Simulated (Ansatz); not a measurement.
The following input was run with Ansatz 0.2.0.

```yaml
crystal:
  lattice:
    - [15.4, 0.0, 0.0]
    - [0.0, 15.8, 0.0]
    - [0.0, 0.0, 16.1]
  atoms:
    - { symbol: Se, position: [0.5, 0.4093063246, 0.5890037312] }
    - { symbol: Zn, position: [0.4069506447, 0.5, 0.5] }
    - { symbol: Se, position: [0.5, 0.5906936754, 0.4109962688] }
    - { symbol: Zn, position: [0.5930493553, 0.3186126491, 0.5] }
    - { symbol: Zn, position: [0.5930493553, 0.6813873509, 0.5] }
    - { symbol: Se, position: [0.3139012894, 0.4093063246, 0.4109962688] }
    - { symbol: Se, position: [0.6860987106, 0.4093063246, 0.4109962688] }
    - { symbol: Zn, position: [0.5930493553, 0.5, 0.3219925376] }
    - { symbol: Zn, position: [0.5930493553, 0.5, 0.6780074624] }
    - { symbol: Se, position: [0.6860987106, 0.5906936754, 0.5890037312] }
    - { symbol: H, position: [0.4448892925, 0.3555908248, 0.641718321] }
    - { symbol: H, position: [0.348840715, 0.5566387922, 0.555583411] }
    - { symbol: H, position: [0.4448892925, 0.6444091752, 0.358281679] }
    - { symbol: H, position: [0.5349394256, 0.2619738569, 0.444416589] }
    - { symbol: H, position: [0.651159285, 0.2619738569, 0.555583411] }
    - { symbol: H, position: [0.5349394256, 0.7380261431, 0.555583411] }
    - { symbol: H, position: [0.651159285, 0.7380261431, 0.444416589] }
    - { symbol: H, position: [0.3690119969, 0.3555908248, 0.358281679] }
    - { symbol: H, position: [0.2587905818, 0.3555908248, 0.4637108586] }
    - { symbol: H, position: [0.2587905818, 0.4630218243, 0.358281679] }
    - { symbol: H, position: [0.7412094182, 0.3555908248, 0.358281679] }
    - { symbol: H, position: [0.7412094182, 0.4630218243, 0.4637108586] }
    - { symbol: H, position: [0.5349394256, 0.4433612078, 0.2664091266] }
    - { symbol: H, position: [0.651159285, 0.5566387922, 0.2664091266] }
    - { symbol: H, position: [0.5349394256, 0.5566387922, 0.7335908734] }
    - { symbol: H, position: [0.651159285, 0.4433612078, 0.7335908734] }
    - { symbol: H, position: [0.7412094182, 0.6444091752, 0.641718321] }
    - { symbol: H, position: [0.7412094182, 0.5369781757, 0.5362891414] }
basis:
  ecutwfc: 420
kpoints:
  mp_grid: { grid: [1, 1, 1] }
hamiltonian:
  xc: pbe
scf:
  occupations: { method: gaussian, width: 0.05 }
output:
  forces: true
  eigenvalues: true
  populations: true
  write_density: true
  write_potential: true
  elf: true
  volumetric_format: npy
relax:
  adjacent_minimum: "off"
  f_tol: 0.03
  max_steps: 40
```

Launched with
```bash
ansatz run input.yaml --threads 4 --pin off --max-ram 11264MiB --backend cpu --events-out ev --progress --plain --runs-dir out
```

The calculation used DFT PBE, scalar-relativistic, plane waves, PAW (Ansatz 0.2.0).

From the run's log, abridged:

```
Pseudopotentials: kind: paw
Pseudopotential: Se, paw, valence charge 16, recommended cutoff 420 eV (normal)
Pseudopotential: Zn, paw, valence charge 12, recommended cutoff 420 eV (normal)
Pseudopotential: H, paw, valence charge 1, recommended cutoff 420 eV (normal)
Functional definition: PBE
Crystal: 28 atoms, lattice volume = 3917.452 Å³
Basis set: ecut = 420 eV, 76579 PW (Γ), exchange–correlation on 216×216×216 points (8 copies of the dense FFT grid, shifted against one another)
Bands: 107, of which v1, the nominal top of the filled ones, is band 79 counted from 1 (78 counted from 0)
Symmetry: 1 space group operations
Space group: P1 (ITA 1), of the structure as read, at distance tolerance 1.6e-4 Å
k-points: 1
Initial density: superposition of atomic densities (neutral atoms: chi_scale 0, normalization atom), corrected by the library's trained network
Initial wavefunctions: pseudopotential atomic-orbital guess
Functional: x = pbe(κ = 0.804, μ = 0.21951497), c = pbe(β = 0.06672455)
SCF iter   1: F=—  HF=-44215.532010 eV  |F-HF|=—  |Δ(HF+E_count)|=         —  Δρ=4.31e-3  dr2=3.52e0  ethr=1.77e-3  ⟨swp⟩=8.0  Hψ=543  notcnv=0  defer=12
SCF iter   2: F=—  HF=-44214.652358 eV  |F-HF|=—  |Δ(HF+E_count)|=   8.80e-1  Δρ=9.76e-3  dr2=1.73e1  ethr=1.77e-3  ⟨swp⟩=3.0  Hψ=182  notcnv=0  defer=23  recentre
SCF iter   3: F=—  HF=-44214.953231 eV  |F-HF|=—  |Δ(HF+E_count)|=   3.01e-1  Δρ=3.13e-3  dr2=2.17e0  ethr=1.77e-3  ⟨swp⟩=3.0  Hψ=186  notcnv=0  defer=19
SCF iter   4: F=—  HF=-44214.459937 eV  |F-HF|=—  |Δ(HF+E_count)|=   4.93e-1  Δρ=2.08e-3  dr2=9.76e-1  ethr=1.38e-3  ⟨swp⟩=3.0  Hψ=130  notcnv=0  defer=23
SCF iter   5: F=—  HF=-44214.214009 eV  |F-HF|=—  |Δ(HF+E_count)|=   2.46e-1  Δρ=1.20e-3  dr2=2.49e-1  ethr=6.18e-4  ⟨swp⟩=3.0  Hψ=104  notcnv=0  defer=23
SCF iter   6: F=—  HF=-44214.166612 eV  |F-HF|=—  |Δ(HF+E_count)|=   4.74e-2  Δρ=1.15e-3  dr2=2.14e-1  ethr=1.58e-4  ⟨swp⟩=3.0  Hψ=178  notcnv=0  defer=23
SCF iter   7: F=—  HF=-44214.162230 eV  |F-HF|=—  |Δ(HF+E_count)|=   4.38e-3  Δρ=3.55e-4  dr2=2.23e-2  ethr=1.36e-4  ⟨swp⟩=1.0  Hψ=84  notcnv=0  defer=23
SCF iter   8: F=—  HF=-44214.161112 eV  |F-HF|=—  |Δ(HF+E_count)|=   1.12e-3  Δρ=8.52e-5  dr2=5.24e-4  ethr=1.41e-5  ⟨swp⟩=1.0  Hψ=84  notcnv=0  defer=23
SCF iter   9: F=—  HF=-44214.161165 eV  |F-HF|=—  |Δ(HF+E_count)|=   5.33e-5  Δρ=1.22e-4  dr2=2.51e-3  ethr=3.32e-7  ⟨swp⟩=2.0  Hψ=130  notcnv=0  defer=23
SCF iter  10: F=—  HF=-44214.161129 eV  |F-HF|=—  |Δ(HF+E_count)|=   3.69e-5  Δρ=9.04e-5  dr2=1.35e-3  ethr=3.32e-7  ⟨swp⟩=2.0  Hψ=89  notcnv=0  defer=23
SCF iter  11: F=—  HF=-44214.161083 eV  |F-HF|=—  |Δ(HF+E_count)|=   4.51e-5  Δρ=4.69e-5  dr2=3.77e-4  ethr=3.32e-7  ⟨swp⟩=1.0  Hψ=84  notcnv=0  defer=23
SCF iter  12: F=—  HF=-44214.161071 eV  |F-HF|=—  |Δ(HF+E_count)|=   1.29e-5  Δρ=2.13e-5  dr2=7.86e-5  ethr=2.38e-7  ⟨swp⟩=1.0  Hψ=84  notcnv=0  defer=23
SCF iter  13: F=—  HF=-44214.161068 eV  |F-HF|=—  |Δ(HF+E_count)|=   2.22e-6  Δρ=1.18e-5  dr2=2.74e-5  ethr=4.97e-8  ⟨swp⟩=1.0  Hψ=84  notcnv=0  defer=23
SCF iter  14: F=-44214.161066 eV  HF=-44214.161067 eV  |F-HF|=1.07e-6  |Δ(HF+E_count)|=   1.06e-6  Δρ=3.09e-6  dr2=1.23e-6  ethr=1.42e-8  ⟨swp⟩=29.0  Hψ=1053  notcnv=0
SCF 1 converged in 14 iterations: F = -44214.161066 eV  dr2 = 1.23e-6
relax step   1: F+E_penalty+E_count = -44214.16106622 eV  Δ(F+E_penalty+E_count) = +0.000e0 eV  max|allowed force component| = 1.666e0 eV/Å  Δτ_max = 0.0000 Å  (14 SCF iters, dr2 threshold 2.25e-5 eV, accepted)
Initial density: handed on by an earlier stage of this run
Initial wavefunctions: those handed on with the density
SCF iter   1: F=—  HF=-44217.196886 eV  |F-HF|=—  |Δ(HF+E_count)|=         —  Δρ=4.38e-3  dr2=7.76e-1  ethr=4.88e-4  ⟨swp⟩=1.0  Hψ=422  notcnv=0  defer=23
SCF iter   2: F=—  HF=-44216.983451 eV  |F-HF|=—  |Δ(HF+E_count)|=   2.13e-1  Δρ=2.07e-3  dr2=9.74e-2  ethr=4.88e-4  ⟨swp⟩=2.0  Hψ=135  notcnv=0  defer=23
SCF iter   3: F=—  HF=-44216.979011 eV  |F-HF|=—  |Δ(HF+E_count)|=   4.44e-3  Δρ=8.68e-4  dr2=2.53e-2  ethr=6.17e-5  ⟨swp⟩=2.0  Hψ=177  notcnv=0  defer=23
SCF iter   4: F=—  HF=-44216.973025 eV  |F-HF|=—  |Δ(HF+E_count)|=   5.99e-3  Δρ=3.37e-4  dr2=2.51e-3  ethr=1.60e-5  ⟨swp⟩=2.0  Hψ=136  notcnv=0  defer=23
SCF iter   5: F=—  HF=-44216.973305 eV  |F-HF|=—  |Δ(HF+E_count)|=   2.79e-4  Δρ=1.10e-4  dr2=4.89e-4  ethr=1.59e-6  ⟨swp⟩=2.0  Hψ=131  notcnv=0  defer=23
SCF iter   6: F=-44216.973306 eV  HF=-44216.973325 eV  |F-HF|=1.93e-5  |Δ(HF+E_count)|=   2.06e-5  Δρ=2.83e-5  dr2=4.80e-5  ethr=6.33e-8  ⟨swp⟩=25.0  Hψ=1135  notcnv=0
SCF 2 converged in 6 iterations: F = -44216.973306 eV  dr2 = 4.80e-5
relax step   2: F+E_penalty+E_count = -44216.97330599 eV  Δ(F+E_penalty+E_count) = -2.812e0 eV  max|allowed force component| = 1.539e0 eV/Å  Δτ_max = 0.1963 Å  (6 SCF iters, dr2 threshold 1.00e-4 eV, accepted)
SCF iter   1: F=—  HF=-44218.537461 eV  |F-HF|=—  |Δ(HF+E_count)|=         —  Δρ=2.81e-3  dr2=4.31e-1  ethr=2.71e-3  ⟨swp⟩=5.0  Hψ=310  notcnv=0  defer=19
SCF iter   2: F=—  HF=-44218.413344 eV  |F-HF|=—  |Δ(HF+E_count)|=   1.24e-1  Δρ=1.38e-3  dr2=4.75e-2  ethr=2.73e-4  ⟨swp⟩=3.0  Hψ=181  notcnv=0  defer=23
SCF iter   3: F=—  HF=-44218.409715 eV  |F-HF|=—  |Δ(HF+E_count)|=   3.63e-3  Δρ=5.59e-4  dr2=9.88e-3  ethr=3.01e-5  ⟨swp⟩=2.0  Hψ=136  notcnv=0  defer=23
SCF iter   4: F=—  HF=-44218.409202 eV  |F-HF|=—  |Δ(HF+E_count)|=   5.13e-4  Δρ=2.83e-4  dr2=1.86e-3  ethr=6.25e-6  ⟨swp⟩=2.0  Hψ=170  notcnv=0  defer=23
SCF iter   5: F=—  HF=-44218.409162 eV  |F-HF|=—  |Δ(HF+E_count)|=   4.02e-5  Δρ=8.13e-5  dr2=2.12e-4  ethr=1.18e-6  ⟨swp⟩=2.0  Hψ=123  notcnv=0  defer=23
SCF iter   6: F=-44218.409222 eV  HF=-44218.409217 eV  |F-HF|=5.35e-6  |Δ(HF+E_count)|=   5.49e-5  Δρ=2.25e-5  dr2=1.45e-5  ethr=6.33e-8  ⟨swp⟩=24.0  Hψ=1099  notcnv=0
SCF 3 converged in 6 iterations: F = -44218.409222 eV  dr2 = 1.45e-5
relax step   3: F+E_penalty+E_count = -44218.40922212 eV  Δ(F+E_penalty+E_count) = -1.436e0 eV  max|allowed force component| = 1.149e0 eV/Å  Δτ_max = 0.1949 Å  (6 SCF iters, dr2 threshold 1.00e-4 eV, accepted)
SCF iter   1: F=—  HF=-44219.353234 eV  |F-HF|=—  |Δ(HF+E_count)|=         —  Δρ=2.24e-3  dr2=3.17e-1  ethr=1.99e-3  ⟨swp⟩=5.0  Hψ=316  notcnv=0  defer=7
SCF iter   2: F=—  HF=-44219.262381 eV  |F-HF|=—  |Δ(HF+E_count)|=   9.09e-2  Δρ=1.09e-3  dr2=3.29e-2  ethr=2.01e-4  ⟨swp⟩=3.0  Hψ=223  notcnv=0  defer=23
SCF iter   3: F=—  HF=-44219.259538 eV  |F-HF|=—  |Δ(HF+E_count)|=   2.84e-3  Δρ=4.77e-4  dr2=6.90e-3  ethr=2.08e-5  ⟨swp⟩=2.0  Hψ=136  notcnv=0  defer=23
SCF iter   4: F=—  HF=-44219.259429 eV  |F-HF|=—  |Δ(HF+E_count)|=   1.09e-4  Δρ=2.27e-4  dr2=1.19e-3  ethr=4.37e-6  ⟨swp⟩=2.0  Hψ=130  notcnv=0  defer=23
   ...
SCF iter   5: F=-44222.693027 eV  HF=-44222.693033 eV  |F-HF|=5.96e-6  |Δ(HF+E_count)|=   5.11e-5  Δρ=2.18e-5  dr2=1.86e-5  ethr=6.33e-8  ⟨swp⟩=21.0  Hψ=1034  notcnv=0
SCF 34 converged in 5 iterations: F = -44222.693027 eV  dr2 = 1.86e-5
relax step  34: F+E_penalty+E_count = -44222.69302655 eV  Δ(F+E_penalty+E_count) = -2.240e-2 eV  max|allowed force component| = 3.097e-1 eV/Å  Δτ_max = 0.1260 Å  (5 SCF iters, dr2 threshold 1.00e-4 eV, accepted)
SCF iter   1: F=—  HF=-44222.792583 eV  |F-HF|=—  |Δ(HF+E_count)|=         —  Δρ=3.31e-3  dr2=2.91e-1  ethr=1.80e-3  ⟨swp⟩=4.0  Hψ=246  notcnv=0  defer=17
SCF iter   2: F=—  HF=-44222.727690 eV  |F-HF|=—  |Δ(HF+E_count)|=   6.49e-2  Δρ=1.46e-3  dr2=4.78e-2  ethr=1.84e-4  ⟨swp⟩=2.0  Hψ=170  notcnv=0  defer=23
SCF iter   3: F=—  HF=-44222.722272 eV  |F-HF|=—  |Δ(HF+E_count)|=   5.42e-3  Δρ=2.97e-4  dr2=3.25e-3  ethr=3.03e-5  ⟨swp⟩=2.0  Hψ=129  notcnv=0  defer=23
SCF iter   4: F=—  HF=-44222.721854 eV  |F-HF|=—  |Δ(HF+E_count)|=   4.18e-4  Δρ=1.31e-4  dr2=4.04e-4  ethr=2.06e-6  ⟨swp⟩=2.0  Hψ=155  notcnv=0  defer=23
SCF iter   5: F=—  HF=-44222.721785 eV  |F-HF|=—  |Δ(HF+E_count)|=   6.89e-5  Δρ=3.98e-5  dr2=5.54e-5  ethr=2.56e-7  ⟨swp⟩=2.0  Hψ=128  notcnv=0  defer=23
SCF iter   6: F=-44222.721784 eV  HF=-44222.721782 eV  |F-HF|=1.82e-6  |Δ(HF+E_count)|=   3.55e-6  Δρ=1.07e-5  dr2=3.44e-6  ethr=2.73e-8  ⟨swp⟩=23.0  Hψ=1181  notcnv=0
SCF 35 converged in 6 iterations: F = -44222.721784 eV  dr2 = 3.44e-6
relax step  35: F+E_penalty+E_count = -44222.72178350 eV  Δ(F+E_penalty+E_count) = -2.876e-2 eV  max|allowed force component| = 1.636e-1 eV/Å  Δτ_max = 0.1976 Å  (6 SCF iters, dr2 threshold 4.31e-5 eV, accepted)
SCF iter   1: F=—  HF=-44222.808888 eV  |F-HF|=—  |Δ(HF+E_count)|=         —  Δρ=2.98e-3  dr2=2.46e-1  ethr=1.57e-3  ⟨swp⟩=4.0  Hψ=246  notcnv=0  defer=17
SCF iter   2: F=—  HF=-44222.753129 eV  |F-HF|=—  |Δ(HF+E_count)|=   5.58e-2  Δρ=1.31e-3  dr2=3.98e-2  ethr=1.56e-4  ⟨swp⟩=2.0  Hψ=171  notcnv=0  defer=23
SCF iter   3: F=—  HF=-44222.748252 eV  |F-HF|=—  |Δ(HF+E_count)|=   4.88e-3  Δρ=2.59e-4  dr2=2.03e-3  ethr=2.52e-5  ⟨swp⟩=2.0  Hψ=127  notcnv=0  defer=23
SCF iter   4: F=—  HF=-44222.748260 eV  |F-HF|=—  |Δ(HF+E_count)|=   8.91e-6  Δρ=1.26e-4  dr2=3.69e-4  ethr=1.29e-6  ⟨swp⟩=2.0  Hψ=137  notcnv=0  defer=23
SCF iter   5: F=—  HF=-44222.748163 eV  |F-HF|=—  |Δ(HF+E_count)|=   9.70e-5  Δρ=3.09e-5  dr2=4.18e-5  ethr=2.34e-7  ⟨swp⟩=2.0  Hψ=156  notcnv=0  defer=23
SCF iter   6: F=-44222.748164 eV  HF=-44222.748163 eV  |F-HF|=1.54e-6  |Δ(HF+E_count)|=   6.10e-7  Δρ=9.65e-6  dr2=2.70e-6  ethr=4.73e-9  ⟨swp⟩=21.0  Hψ=1174  notcnv=0
SCF iter   7: F=-44222.748165 eV  HF=-44222.748165 eV  |F-HF|=1.51e-8  |Δ(HF+E_count)|=   1.82e-6  Δρ=2.91e-6  dr2=4.02e-7  ethr=1.71e-9  ⟨swp⟩=12.0  Hψ=781  notcnv=0
SCF 36 converged in 7 iterations: F = -44222.748165 eV  dr2 = 4.02e-7
relax step  36: F+E_penalty+E_count = -44222.74816463 eV  Δ(F+E_penalty+E_count) = -2.638e-2 eV  max|allowed force component| = 1.622e-1 eV/Å  Δτ_max = 0.1973 Å  (7 SCF iters, dr2 threshold 7.47e-6 eV, accepted)
SCF iter   1: F=—  HF=-44222.829482 eV  |F-HF|=—  |Δ(HF+E_count)|=         —  Δρ=2.68e-3  dr2=2.10e-1  ethr=1.31e-3  ⟨swp⟩=4.0  Hψ=245  notcnv=0  defer=18
SCF iter   2: F=—  HF=-44222.780585 eV  |F-HF|=—  |Δ(HF+E_count)|=   4.89e-2  Δρ=1.17e-3  dr2=3.28e-2  ethr=1.33e-4  ⟨swp⟩=2.0  Hψ=170  notcnv=0  defer=23
SCF iter   3: F=—  HF=-44222.776121 eV  |F-HF|=—  |Δ(HF+E_count)|=   4.46e-3  Δρ=2.34e-4  dr2=1.62e-3  ethr=2.08e-5  ⟨swp⟩=2.0  Hψ=125  notcnv=0  defer=23
SCF iter   4: F=—  HF=-44222.776199 eV  |F-HF|=—  |Δ(HF+E_count)|=   7.78e-5  Δρ=1.17e-4  dr2=3.25e-4  ethr=1.02e-6  ⟨swp⟩=2.0  Hψ=133  notcnv=0  defer=23
SCF iter   5: F=—  HF=-44222.776105 eV  |F-HF|=—  |Δ(HF+E_count)|=   9.35e-5  Δρ=2.70e-5  dr2=3.16e-5  ethr=2.06e-7  ⟨swp⟩=2.0  Hψ=155  notcnv=0  defer=23
SCF iter   6: F=-44222.776107 eV  HF=-44222.776106 eV  |F-HF|=1.29e-6  |Δ(HF+E_count)|=   7.91e-7  Δρ=8.66e-6  dr2=2.07e-6  ethr=4.65e-9  ⟨swp⟩=20.0  Hψ=1162  notcnv=0
SCF iter   7: F=-44222.776107 eV  HF=-44222.776107 eV  |F-HF|=2.35e-8  |Δ(HF+E_count)|=   1.50e-6  Δρ=2.48e-6  dr2=2.98e-7  ethr=1.31e-9  ⟨swp⟩=12.0  Hψ=775  notcnv=0
SCF 37 converged in 7 iterations: F = -44222.776107 eV  dr2 = 2.98e-7
relax step  37: F+E_penalty+E_count = -44222.77610739 eV  Δ(F+E_penalty+E_count) = -2.794e-2 eV  max|allowed force component| = 1.801e-1 eV/Å  Δτ_max = 0.1963 Å  (7 SCF iters, dr2 threshold 7.34e-6 eV, accepted)
SCF iter   1: F=—  HF=-44222.858586 eV  |F-HF|=—  |Δ(HF+E_count)|=         —  Δρ=2.54e-3  dr2=1.95e-1  ethr=1.26e-3  ⟨swp⟩=4.0  Hψ=253  notcnv=0  defer=19
SCF iter   2: F=—  HF=-44222.813026 eV  |F-HF|=—  |Δ(HF+E_count)|=   4.56e-2  Δρ=1.11e-3  dr2=3.05e-2  ethr=1.23e-4  ⟨swp⟩=2.0  Hψ=171  notcnv=0  defer=23
SCF iter   3: F=—  HF=-44222.809306 eV  |F-HF|=—  |Δ(HF+E_count)|=   3.72e-3  Δρ=2.64e-4  dr2=2.06e-3  ethr=1.93e-5  ⟨swp⟩=2.0  Hψ=132  notcnv=0  defer=23
SCF iter   4: F=—  HF=-44222.808849 eV  |F-HF|=—  |Δ(HF+E_count)|=   4.57e-4  Δρ=1.22e-4  dr2=3.37e-4  ethr=1.30e-6  ⟨swp⟩=2.0  Hψ=133  notcnv=0  defer=23
SCF iter   5: F=-44222.808748 eV  HF=-44222.808755 eV  |F-HF|=6.81e-6  |Δ(HF+E_count)|=   9.43e-5  Δρ=2.74e-5  dr2=2.99e-5  ethr=2.02e-8  ⟨swp⟩=20.0  Hψ=1086  notcnv=0
SCF 38 converged in 5 iterations: F = -44222.808748 eV  dr2 = 2.99e-5
relax step  38: F+E_penalty+E_count = -44222.80874820 eV  Δ(F+E_penalty+E_count) = -3.264e-2 eV  max|allowed force component| = 2.190e-1 eV/Å  Δτ_max = 0.1970 Å  (5 SCF iters, dr2 threshold 3.19e-5 eV, accepted)
SCF iter   1: F=—  HF=-44222.903247 eV  |F-HF|=—  |Δ(HF+E_count)|=         —  Δρ=2.52e-3  dr2=1.98e-1  ethr=1.32e-3  ⟨swp⟩=4.0  Hψ=257  notcnv=0  defer=21
SCF iter   2: F=—  HF=-44222.857691 eV  |F-HF|=—  |Δ(HF+E_count)|=   4.56e-2  Δρ=1.13e-3  dr2=3.15e-2  ethr=1.25e-4  ⟨swp⟩=2.0  Hψ=175  notcnv=0  defer=23
SCF iter   3: F=—  HF=-44222.855244 eV  |F-HF|=—  |Δ(HF+E_count)|=   2.45e-3  Δρ=3.76e-4  dr2=3.79e-3  ethr=1.99e-5  ⟨swp⟩=2.0  Hψ=136  notcnv=0  defer=23
SCF iter   4: F=—  HF=-44222.853865 eV  |F-HF|=—  |Δ(HF+E_count)|=   1.38e-3  Δρ=1.31e-4  dr2=3.90e-4  ethr=2.40e-6  ⟨swp⟩=2.0  Hψ=132  notcnv=0  defer=23
SCF iter   5: F=-44222.853803 eV  HF=-44222.853799 eV  |F-HF|=4.06e-6  |Δ(HF+E_count)|=   6.69e-5  Δρ=2.87e-5  dr2=2.38e-5  ethr=3.04e-8  ⟨swp⟩=20.0  Hψ=1124  notcnv=0
SCF 39 converged in 5 iterations: F = -44222.853803 eV  dr2 = 2.38e-5
relax step  39: F+E_penalty+E_count = -44222.85380258 eV  Δ(F+E_penalty+E_count) = -4.505e-2 eV  max|allowed force component| = 2.538e-1 eV/Å  Δτ_max = 0.1941 Å  (5 SCF iters, dr2 threshold 4.80e-5 eV, accepted)
SCF iter   1: F=—  HF=-44222.976235 eV  |F-HF|=—  |Δ(HF+E_count)|=         —  Δρ=2.43e-3  dr2=1.95e-1  ethr=1.22e-3  ⟨swp⟩=4.0  Hψ=257  notcnv=0  defer=22
SCF iter   2: F=—  HF=-44222.930116 eV  |F-HF|=—  |Δ(HF+E_count)|=   4.61e-2  Δρ=1.10e-3  dr2=3.00e-2  ethr=1.24e-4  ⟨swp⟩=3.0  Hψ=178  notcnv=0  defer=23
SCF iter   3: F=—  HF=-44222.928153 eV  |F-HF|=—  |Δ(HF+E_count)|=   1.96e-3  Δρ=4.33e-4  dr2=5.06e-3  ethr=1.90e-5  ⟨swp⟩=2.0  Hψ=136  notcnv=0  defer=23
SCF iter   4: F=—  HF=-44222.926262 eV  |F-HF|=—  |Δ(HF+E_count)|=   1.89e-3  Δρ=1.35e-4  dr2=4.43e-4  ethr=3.20e-6  ⟨swp⟩=2.0  Hψ=171  notcnv=0  defer=23
SCF iter   5: F=—  HF=-44222.926194 eV  |F-HF|=—  |Δ(HF+E_count)|=   6.78e-5  Δρ=3.07e-5  dr2=2.80e-5  ethr=2.80e-7  ⟨swp⟩=2.0  Hψ=131  notcnv=0  defer=23
SCF iter   6: F=—  HF=-44222.926501 eV  |F-HF|=—  |Δ(HF+E_count)|=   3.08e-4  Δρ=9.21e-6  dr2=2.43e-6  ethr=1.77e-8  ⟨swp⟩=2.0  Hψ=135  notcnv=0  defer=23
SCF iter   7: F=—  HF=-44222.926503 eV  |F-HF|=—  |Δ(HF+E_count)|=   1.56e-6  Δρ=4.16e-6  dr2=4.83e-7  ethr=1.54e-9  ⟨swp⟩=2.0  Hψ=133  notcnv=0  defer=23
SCF iter   8: F=-44222.926503 eV  HF=-44222.926503 eV  |F-HF|=5.75e-9  |Δ(HF+E_count)|=   9.89e-9  Δρ=1.32e-6  dr2=5.20e-8  ethr=6.33e-11  ⟨swp⟩=20.0  Hψ=912  notcnv=0
SCF 40 converged in 8 iterations: F = -44222.926503 eV  dr2 = 5.20e-8
relax step  40: F+E_penalty+E_count = -44222.92650292 eV  Δ(F+E_penalty+E_count) = -7.270e-2 eV  max|allowed force component| = 3.032e-1 eV/Å  Δτ_max = 0.1916 Å  (8 SCF iters, accepted)
Step failed. What follows is not a result of the run: it is the report of the last solve that finished, which converged after 8 SCF iterations.
Free energy (F): -44222.926503 eV
Harris-Foulkes:  -44222.926503 eV  (|F-HF|=5.75e-9)
Internal energy: -44222.926503 eV  (E = F + TS)
E sigma→0 (E₀):  -44222.926503 eV
Fermi energy:    -3.241716 eV
--- Per-component energies (eV) ---
  E_band       = -3665.300514
  E_kinetic    = 1470.512219
  E_local      = -67565.256234  (includes V_loc(G=0)·N_el)
  E_nonlocal   = 107.254285
  E_hartree    = 32072.143570
  E_xc         = -1357.090107
  E_vxc        = -942.270952  (∫ρ·V_xc dr)
  E_paw        = -18692.417277  (= ΣΔE_a)
  E_vpaw       = -879.780051  (= ΣTr[D̂ρ^β])
  E_aug_tail   = -0.026604  (compensation charges beyond the density's cutoff)
  E_ewald      = 9741.953644
  E_smearing   =  0.000000  (= −TS)
--- Forces (eV/Å), atoms counted from 1 ---
  atom   1  Se    -0.06286468     0.09411388     0.00282474
  atom   2  Zn    -0.03284863     0.00738166     0.01815106
  atom   3  Se     0.00640245    -0.00834410    -0.00172285
  atom   4  Zn     0.20088219     0.02575958     0.11004669
  atom   5  Zn    -0.01741714     0.00055315    -0.00941447
  atom   6  Se     0.07192637    -0.00596950    -0.01898455
  atom   7  Se     0.01114823    -0.00585504    -0.05185621
  atom   8  Zn    -0.00031783    -0.01872430     0.04424709
  atom   9  Zn    -0.18362016     0.12408688     0.22424153
  atom  10  Se     0.02319565    -0.00526855     0.01789439
  atom  11  H     -0.00456438    -0.00321496    -0.00375468
  atom  12  H     -0.00061921     0.00309706    -0.02590340
  atom  13  H     -0.00236745     0.00518569    -0.00738331
  atom  14  H     -0.00847784     0.06323408    -0.09447809
  atom  15  H      0.00627175     0.01989942     0.04355799
  atom  16  H      0.00404724    -0.00123979     0.00600307
  atom  17  H      0.00642829    -0.00528532     0.00265884
  atom  18  H      0.01784751    -0.06676626     0.09994301
  atom  19  H      0.00902390     0.00024480     0.00961759
  atom  20  H     -0.05183925     0.00718759     0.01654338
  atom  21  H     -0.01796544     0.01154160     0.01982418
  atom  22  H      0.00269238     0.01094972    -0.03904740
  atom  23  H      0.00066347     0.01052766    -0.00036442
  atom  24  H      0.00568368     0.03070555    -0.04931055
  atom  25  H      0.18422238    -0.16320406    -0.30323848
  atom  26  H     -0.13086014    -0.05196232     0.02022914
  atom  27  H     -0.00911592    -0.07798114    -0.02972501
  atom  28  H     -0.02757079    -0.00059858    -0.00072046
--- Band table (eV) ---
  k-point 0: bands = ["-52.8953", "-52.8782", "-52.7375", "-52.6740", "-52.6531", "-52.6300", "-52.6106", "-52.4490", "-52.3872", "-52.3606", "-52.3160", "-52.2968", "-52.1619", "-52.0937", "-52.0752", "-51.7553", "-51.7166", "-51.6599", "-51.5632", "-51.5569", "-51.3703", "-51.3236", "-51.2878", "-51.1748", "-51.1739", "-18.7427", "-18.4608", "-18.1973", "-17.4823", "-17.0438", "-11.0907", "-11.0218", "-10.8472", "-10.7154", "-10.6597", "-10.6387", "-10.5754", "-10.5624", "-10.4730", "-10.3943", "-10.3705", "-10.3349", "-10.2901", "-10.2714", "-10.2380", "-10.2208", "-10.1979", "-10.1785", "-10.1660", "-10.1241", "-10.0324", "-10.0151", "-10.0039", "-9.8990", "-9.7739", "-9.7583", "-9.7526" ...
End of that report.
Error: geometry relaxation did not converge after 40 steps: max|allowed force component| = 3.03e-1 eV/Å (threshold 3.0e-2). Raise `relax.max_steps` over both its present limit and 40, loosen `relax.f_tol`, or start from a geometry closer to equilibrium. Where this run's directory can be resumed (`checkpoint.write`), a resume goes on for up to `relax.max_steps` more
```

No converged result was reached.

Time: 6.2 min on 4 threads of Intel(R) Xeon(R) Platinum 8375C CPU @ 2.90GHz (Ice Lake) (shared host), peak memory 2.5 GiB.